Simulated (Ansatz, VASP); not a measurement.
Two plane-wave programs on SnSe

The input INCAR:

```
  PREC = Accurate
  ENCUT = 520
  EDIFF = 1E-6
  ISMEAR = 0
  SIGMA = 0.05
  LREAL = F
  LASPH = T
  NELM = 100
  ALGO = Normal
  ISIF = 2
  LWAVE = F
  LCHARG = F
  GGA = PE
  NBANDS = 17
```

The input KPOINTS:

```
regular mesh
0
Gamma
  10 10 10
```

The input POSCAR:

```
SnSe
1.0
    0.0000000000      3.0305349680      3.0305349680
    3.0305349680      0.0000000000      3.0305349680
    3.0305349680      3.0305349680      0.0000000000
Sn Se
1 1
Direct
    0.0000000000      0.0000000000      0.0000000000
    0.5000000000      0.5000000000      0.5000000000
```

Input for Ansatz:

```yaml
crystal:
  lattice:
    - [0.0, 3.030534968, 3.030534968]
    - [3.030534968, 0.0, 3.030534968]
    - [3.030534968, 3.030534968, 0.0]
  atoms:
    - { symbol: Sn, position: [0.0, 0.0, 0.0] }
    - { symbol: Se, position: [0.5, 0.5, 0.5] }
basis:
  ecutwfc: 420
  ecutrho_ratio: 4
kpoints:
  mp_grid: { grid: [10, 10, 10] }
hamiltonian:
  xc: pbe
scf:
  occupations: { method: gaussian, width: 0.05 }
output:
  forces: true
  stress: true
  eigenvalues: true
```

Alike in both runs: task single point; functional PBE; k mesh 10 × 10 × 10; occupations gaussian, width 0.05 eV; no spin polarisation.

|  | VASP | Ansatz |
| --- | --- | --- |
| version | VASP 6.6.1 | Ansatz 0.2.0 |
| potentials or method | VASP PAW PBE potentials, release 64 (Sn_d, Se) | scalar-relativistic, plane waves, PAW |
| plane-wave cutoff (eV) | 520 | 420 |
| valence electrons in the cell | 20 | 30 |

Ansatz gave:

* gap on the k mesh at the Fermi level (eV): 0.49
* least direct gap on the mesh (eV): 0.49
* pressure (GPa): 0.0

Question: Estimate VASP's values.

Answer: gap on the k mesh at the Fermi level (eV): 0.49; least direct gap on the mesh (eV): 0.50; pressure (GPa): 0.0.

The two sets of potentials don't hold the same shells in valence.

Caveats: spin-orbit coupling is left out, which moves the levels of the heavy elements.
